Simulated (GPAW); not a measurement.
# CdO (Monteponite) (Fm-3m) in GPAW: equation of state

Aim: energy against volume of CdO (Monteponite) in PBE, for its equilibrium volume and stiffness.

Everything below comes from runs of GPAW 26.7.0. Logs are shortened: lines on timing, memory, paths and dates and some standing lists are left out, and cuts for length are marked. The log counts tension as positive stress, the text compression.

### Step 1. Starting point

It takes space group Fm-3m (No. 225, cubic). Conventional cell: a = 4.699 Å, b = 4.699 Å, c = 4.699 Å, α = 90.00°, β = 90.00°, γ = 90.00°. Around Cd (site symmetry m-3m) lie 6 O at 2.35 Å. O (site symmetry m-3m) is surrounded by 6 Cd at 2.35 Å.

### Step 2. Equation of state, PBE

run.py

```python
from ase.eos import EquationOfState
from ase.io import Trajectory, read
from ase.units import GPa
from gpaw import GPAW, PW

atoms = read('POSCAR')

traj = Trajectory('eos.traj', 'w')
volumes, energies = [], []
for x in [0.94, 0.96, 0.98, 1.0, 1.02, 1.04, 1.06]:
    a = atoms.copy()
    a.set_cell(atoms.cell * x**(1 / 3), scale_atoms=True)
    calc = GPAW(mode=PW(800),
                xc='PBE',
                kpts={'size': (10, 10, 10), 'gamma': True},
                occupations={'name': 'fermi-dirac', 'width': 0.05},
                nbands=18,
                convergence={'density': 1e-05, 'energy': 1e-05},
                maxiter=150,
                txt=f'eos-{x:.2f}.txt')
    a.calc = calc
    energies.append(a.get_potential_energy(force_consistent=True))
    volumes.append(a.get_volume())
    p = -a.get_stress()[:3].mean() / GPa
    calc.write(f'eos-{x:.2f}.gpw')
    traj.write(a)
    print(f'{x:.2f} {volumes[-1]:10.4f} A^3 {energies[-1]:14.6f} eV {p:9.3f} GPa', flush=True)

v0, e0, B = EquationOfState(volumes, energies, eos='birchmurnaghan').fit()
print(f'V0 = {v0:.4f} A^3, E0 = {e0:.6f} eV, B0 = {B / GPa:.2f} GPa')
```

POSCAR

```
CdO
1.0
    0.0000000000      2.3495000000      2.3495000000
    2.3495000000      0.0000000000      2.3495000000
    2.3495000000      2.3495000000      0.0000000000
Cd O
1 1
Direct
    0.0000000000      0.0000000000      0.0000000000
    0.5000000000      0.5000000000      0.5000000000
```

Potentials or basis: GPAW PAW data sets (gpaw-data 1.2.1), pw.

Command:

```sh
> OMP_NUM_THREADS=1 python run.py
```

Standard output:

```text
__  _  _
 | _ |_)|_||  |
 |__||  | ||/\| - 26.7.0

Input parameters:
  mode=PW(ecut=800.0),
  convergence={'density': 1e-05, 'energy': 1e-05},
  kpts=MonkhorstPack(size=(10, 10, 10), gamma=True),
  maxiter=150,
  nbands=18,
  occupations=Occupations(name='fermi-dirac', width=0.05),
  xc=XC(name='PBE')

Diagonalizing LCAO Hamiltonian
Converting LCAO to pw mode

              O

       Cd

Atoms  # Å, Bohr magnetons
|   | symbol |        x |        y |        z |    initial magnetic moments |
|---|--------|----------|----------|----------|-----------------------------|
| 0 |     Cd | 0.000000 | 0.000000 | 0.000000 | ( 0.0000,  0.0000,  0.0000) |
| 1 |      O | 2.301538 | 2.301538 | 2.301538 | ( 0.0000,  0.0000,  0.0000) |

Unit cell  # Å
| periodic |        x |        y |        z |  lengths |    angles |
|----------|----------|----------|----------|----------|-----------|
|      yes | 0.000000 | 2.301538 | 2.301538 | 3.254866 | 60.000000 |
|      yes | 2.301538 | 0.000000 | 2.301538 | 3.254866 | 60.000000 |
|      yes | 2.301538 | 2.301538 | 0.000000 | 3.254866 | 60.000000 |

Number of symmetries: 48
Symmetry operations  # r_c * U_cc + t_c -> r_c
|    | kind |            matrix            |
|----|------|------------------------------|
|  0 |  σ   |  1, 0, 0,  1, 0,-1,  1,-1, 0 |
|  1 |  C2  |  1, 0, 0,  1,-1, 0,  1, 0,-1 |
|  2 |  E   |  1, 0, 0,  0, 1, 0,  0, 0, 1 |
|  3 |  σ   |  1, 0, 0,  0, 0, 1,  0, 1, 0 |
|  4 |  C4  |  1, 0,-1,  1, 0, 0,  1,-1, 0 |
|  5 |  S6  |  1, 0,-1,  1,-1, 0,  1, 0, 0 |
|  6 |  σ   |  1, 0,-1,  0, 1,-1,  0, 0,-1 |
|  7 |  C3  |  1, 0,-1,  0, 0,-1,  0, 1,-1 |
|  8 |  S6  |  1,-1, 0,  1, 0, 0,  1, 0,-1 |
|  9 |  C4  |  1,-1, 0,  1, 0,-1,  1, 0, 0 |
| 10 |  C3  |  1,-1, 0,  0,-1, 1,  0,-1, 0 |
| 11 |  σ   |  1,-1, 0,  0,-1, 0,  0,-1, 1 |
| 12 |  σ   |  0, 1, 0,  1, 0, 0,  0, 0, 1 |
| 13 |  C4  |  0, 1, 0,  0, 1,-1, -1, 1, 0 |
| 14 |  C3  |  0, 1, 0,  0, 0, 1,  1, 0, 0 |
| 15 |  S6  |  0, 1, 0, -1, 1, 0,  0, 1,-1 |
| 16 |  C2  |  0, 1,-1,  1, 0,-1,  0, 0,-1 |
| 17 |  σ   |  0, 1,-1,  0, 1, 0, -1, 1, 0 |
| 18 |  S4  |  0, 1,-1,  0, 0,-1,  1, 0,-1 |
| 19 |  C4  |  0, 1,-1, -1, 1, 0,  0, 1, 0 |
| 20 |  C3  |  0, 0, 1,  1, 0, 0,  0, 1, 0 |
| 21 |  σ   |  0, 0, 1,  0, 1, 0,  1, 0, 0 |
| 22 |  S6  |  0, 0, 1,  0,-1, 1, -1, 0, 1 |
| 23 |  C4  |  0, 0, 1, -1, 0, 1,  0,-1, 1 |
| 24 |  S4  |  0, 0,-1,  1, 0,-1,  0, 1,-1 |
| 25 |  C3  |  0, 0,-1,  0, 1,-1,  1, 0,-1 |
| 26 |  C2  |  0, 0,-1,  0,-1, 0, -1, 0, 0 |
| 27 |  S6  |  0, 0,-1, -1, 0, 0,  0,-1, 0 |
| 28 |  S4  |  0,-1, 1,  1,-1, 0,  0,-1, 0 |
| 29 |  C4  |  0,-1, 1,  0, 0, 1, -1, 0, 1 |
| 30 |  C2  |  0,-1, 1,  0,-1, 0,  1,-1, 0 |
| 31 |  σ   |  0,-1, 1, -1, 0, 1,  0, 0, 1 |
| 32 |  C3  |  0,-1, 0,  1,-1, 0,  0,-1, 1 |
| 33 |  S6  |  0,-1, 0,  0, 0,-1, -1, 0, 0 |
| 34 |  S4  |  0,-1, 0,  0,-1, 1,  1,-1, 0 |
| 35 |  C2  |  0,-1, 0, -1, 0, 0,  0, 0,-1 |
| 36 |  C2  | -1, 1, 0,  0, 1, 0,  0, 1,-1 |
| 37 |  S6  | -1, 1, 0,  0, 1,-1,  0, 1, 0 |
| 38 |  S4  | -1, 1, 0, -1, 0, 1, -1, 0, 0 |
| 39 |  C3  | -1, 1, 0, -1, 0, 0, -1, 0, 1 |
| 40 |  S6  | -1, 0, 1,  0, 0, 1,  0,-1, 1 |
| 41 |  C2  | -1, 0, 1,  0,-1, 1,  0, 0, 1 |
| 42 |  C3  | -1, 0, 1, -1, 1, 0, -1, 0, 0 |
| 43 |  S4  | -1, 0, 1, -1, 0, 0, -1, 1, 0 |
| 44 |  C2  | -1, 0, 0,  0, 0,-1,  0,-1, 0 |
| 45 |  i   | -1, 0, 0,  0,-1, 0,  0, 0,-1 |
| 46 |  σ   | -1, 0, 0, -1, 1, 0, -1, 0, 1 |
| 47 |  C2  | -1, 0, 0, -1, 0, 1, -1, 1, 0 |

BZ-sampling:
  Number of BZ points: 1000
  Number of IBZ points: 47

  Monkhorst-Pack size: [10, 10, 10]
  Monkhorst-Pack shift: [0.05, 0.05, 0.05]

K-points  # in reciprocal-cell coordinates
|     |                                coordinates |     weight |
|-----|--------------------------------------------|------------|
|   0 | (  0.00000000,   0.00000000,   0.00000000) | 0.00100000 |
|   1 | (  0.10000000,   0.10000000,   0.00000000) | 0.00600000 |
|   2 | (  0.10000000,   0.10000000,   0.10000000) | 0.00800000 |
|   3 | (  0.20000000,   0.10000000,   0.10000000) | 0.01200000 |
|   4 | (  0.20000000,   0.20000000,   0.00000000) | 0.00600000 |
|   5 | (  0.20000000,   0.20000000,   0.10000000) | 0.02400000 |
|   6 | (  0.20000000,   0.20000000,   0.20000000) | 0.00800000 |
|   7 | (  0.30000000,   0.20000000,   0.10000000) | 0.02400000 |
|   8 | (  0.30000000,   0.20000000,   0.20000000) | 0.02400000 |
|   9 | (  0.30000000,   0.30000000,   0.00000000) | 0.00600000 |
| ... |                                            |            |
|  46 | (  0.50000000,   0.50000000,   0.50000000) | 0.00400000 |

Plane wave coefficients: 1271
Cutoff: 800.0 eV

Spin-components: 1 (collinear spins)
Bands:           18
Projectors:      11
Spin-degeneracy: 2
Datatype:        complex128

Density:
  Valence electrons: 18.0
  Components: 1
  Grid points: [24 24 24]
  Charge: 0.0  # |e|

Potential:
  Grid points: [24 24 24]

species:
  Cd:
    name:    Cadmium
    Z:       48.0
    valence: 12
    core:    36
    charge:  0.0  # [|e|]
    compensation charges:
      type: gauss
      rc: 0.38  # [Å]
      lmax: 2
    cutoffs:
      filter: 2.12  # [Å]
      core: 2.62  # [Å]
    projectors
    | kind |    occ | energy [eV] | rcut [Å] |
    |------|--------|-------------|----------|
    |   5s |  2.000 |      -5.655 |    1.191 |
    |   5p |  0.000 |      -1.186 |    1.228 |
    |   4d | 10.000 |     -11.739 |    1.164 |
    |    s |        |      21.556 |    1.191 |
    |    p |        |      26.026 |    1.228 |
    |    d |        |      15.473 |    1.164 |

    Using partial waves for Cd as LCAO basis

  O:
    name:    Oxygen
    Z:       8.0
    valence: 6
    core:    2
    charge:  0.0  # [|e|]
    compensation charges:
      type: gauss
      rc: 0.21  # [Å]
      lmax: 2
    cutoffs:
      filter: 1.17  # [Å]
      core: 0.83  # [Å]
    projectors
    | kind |    occ | energy [eV] | rcut [Å] |
    |------|--------|-------------|----------|
    |   2s |  2.000 |     -23.961 |    0.688 |
    |   2p |  4.000 |      -9.029 |    0.598 |
    |    s |        |       3.251 |    0.688 |
    |    p |        |      18.182 |    0.598 |
    |    d |        |       0.000 |    0.619 |

    Using partial waves for O as LCAO basis

Reference energy: -154213.970638  # eV

eigensolver:
  PPCG
  Converge bands: occupied
  niter=2

density mixing:
  MSR1-Mixer
  Pratt-step length: 0.05
  Maximum mixing coefficient: 0.75
  Old densities: 10
  SVD Regularization: 0.005
  Good broyden scale: 1.0
  Trust region scale: 1.0
  Backstep threshold: 4.0
  History deletion threshold: 6.0
  Fourier metric: weight=20.0, sigma=0.015

occupation numbers:
  Fermi-Dirac:
    width: 0.0500  # eV

poisson solver:
  ecut: 6400.0  # eV

xc functional:
[... 9 lines left out ...]
|iter     | |      energy | eigst |  dens |
|---------|-|-------------|-------|-------|
|iter:   1| |   -9.789931 | -0.45 |       |
|iter:   2| |   -9.269308 | -2.22 | -0.96 |
|iter:   3| |   -8.059830 | -1.09 | -1.01 |
|iter:   4| |   -8.047452 | -3.39 | -1.53 |
|iter:   5| |   -8.043390 | -3.55 | -1.78 |
|iter:   6| |   -8.043455 | -5.29 | -2.91 |
|iter:   7| |   -8.043468c| -6.43 | -3.37 |
|iter:   8| |   -8.043468c| -8.14c| -4.29 |
|iter:   9| |   -8.043468c| -8.15c| -5.00c|

Converged in 9 steps
Energy contributions relative to reference atoms: (reference = -154213.970638)

Energy contributions:
  Kinetic:          35.469105
  Coulomb:         -30.876018
  Zero:              0.184206
  External:          0.000000
  Xc:              -12.820504
  Entropy:          -0.000514
  Spinorbit:         0.000000
  ----------------------------
  Free energy:      -8.043725
  Extrapolated:     -8.043468

dipole moment: (-14.945233, -14.945233, -14.945233)  # |e|*Ang

Fermi level: 7.463
Eigenvalues  # (at kpt = [0.000, 0.000, 0.000])
| band index |      eig [eV] | occ [0-2] |
|------------|---------------|-----------|
|          0 |       -10.558 |     2.000 |
|        ... |               |           |
|          2 |         0.515 |     2.000 |
|          3 |         0.515 |     2.000 |
|          4 |         0.857 |     2.000 |
|          5 |         0.857 |     2.000 |
|          6 |         5.637 |     2.000 |
|          7 |         5.637 |     2.000 |
[... 8 lines left out ...]
|         16 |        26.329 |     0.000 |
|         17 |        31.246 |     0.000 |

No gap
No difference between direct/indirect transitions

Stress tensor  # eV/Ang^3
|         x |         y |         z |
|-----------|-----------|-----------|
| -0.102819 | -0.000000 | -0.000000 |
| -0.000000 | -0.102819 |  0.000000 |
| -0.000000 |  0.000000 | -0.102819 |

# Writing to eos-0.94.gpw (mode='')
```

Run time: 2 min. Hardware: 1 thread of AMD EPYC 9R14 (Zen 4), shared host; peak memory 0.28 GiB.

What came out:

```
Equilibrium volume                      : 13.50 Å³/atom
Bulk modulus                            : 127 GPa
Pressure derivative of the bulk modulus : 4.7
```

Energy against volume, from the lowest point:
```tsv
volume (Å³/atom)	energy (meV/atom)
12.191	61.62
12.451	38.14
12.710	20.84
12.970	9.09
13.229	2.34
13.488	0.00
13.748	1.68
```

PBE usually gives volumes a little too large and moduli too small. Zero-point motion and thermal expansion aren't in these numbers.
